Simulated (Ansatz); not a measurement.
Wanted: the native input for an Ansatz 0.2.0 run.

```
Task                                : band structure
Functional                          : PBEsol
Potentials or basis                 : Ansatz PAW
Cutoff                              : 420 eV (not typed: the program's choice for these potentials)
k mesh                              : 10 × 10 × 10
Occupations                         : fermi-dirac, width 0.05 eV
Spin                                : no spin polarisation
Hubbard terms                       : Hf d U = 6 eV
Path                                : [["G", "X", "W", "K", "G", "L", "U", "W", "L", "K"], ["U", "X"]]
Points for each segment of the path : 14
Hubbard projectors                  : ortho-atomic (the default)
Double counting                     : fll (the default)
```

Crystal: HfN.

```
Hf N
1.0
     0.00000    2.25600    2.25600
     2.25600    0.00000    2.25600
     2.25600    2.25600    0.00000
Hf N
1 1
Direct
  0.00000 0.00000 0.00000
  0.50000 0.50000 0.50000
```

These files were run (other wordings do the same):

input.yaml

```yaml
crystal:
  lattice:
    - [0.0, 2.256, 2.256]
    - [2.256, 0.0, 2.256]
    - [2.256, 2.256, 0.0]
  atoms:
    - { symbol: Hf, position: [0.0, 0.0, 0.0] }
    - { symbol: "N", position: [0.5, 0.5, 0.5] }
hamiltonian:
  xc: pbesol
  pseudopotentials: { kind: paw }
  hubbard: { sites: [{ species: Hf, l: d, u_eff: 6.0 }] }
kpoints:
  mp_grid: { grid: [10, 10, 10] }
  band_path:
    path:
      - [[0.0, 0.0, 0.0], [0.5, 0.0, 0.5], [0.5, 0.25, 0.75], [0.375, 0.375, 0.75], [0.0, 0.0, 0.0], [0.5, 0.5, 0.5], [0.625, 0.25, 0.625], [0.5, 0.25, 0.75], [0.5, 0.5, 0.5], [0.375, 0.375, 0.75]]
      - [[0.625, 0.25, 0.625], [0.5, 0.0, 0.5]]
    npoints: 14
scf:
  occupations: { method: fermi_dirac, width: 0.05 }
  n_extra_bands: 6
output:
  forces: true
  stress: true
  eigenvalues: true
  fatbands: false
```

Potentials or basis: Ansatz PAW.

Run with:

```console
$ ansatz run input.yaml --threads 2 --pin off --max-ram 5632MiB --backend cpu --events-out ev --progress --plain --runs-dir out
```

It gave:

```yaml
Pressure: 7.2 GPa
Band_gap_on_the_k_mesh: none (metal or under the smearing width)
```

Caveat: the pressure holds a Pulay correction of +0.5 GPa for the finite cutoff; spin-orbit coupling is left out, which moves the levels of the heavy elements; U without spin polarisation on a metal has little footing; the PAW data sets come from PBE, with cores solved anew for the run's functional, which leaves a small shift of forces and pressure.

Wall time 2.6 s on 2 threads of Intel(R) Xeon(R) Platinum 8488C (Sapphire Rapids), on a shared host, peak memory 0.38 GiB.
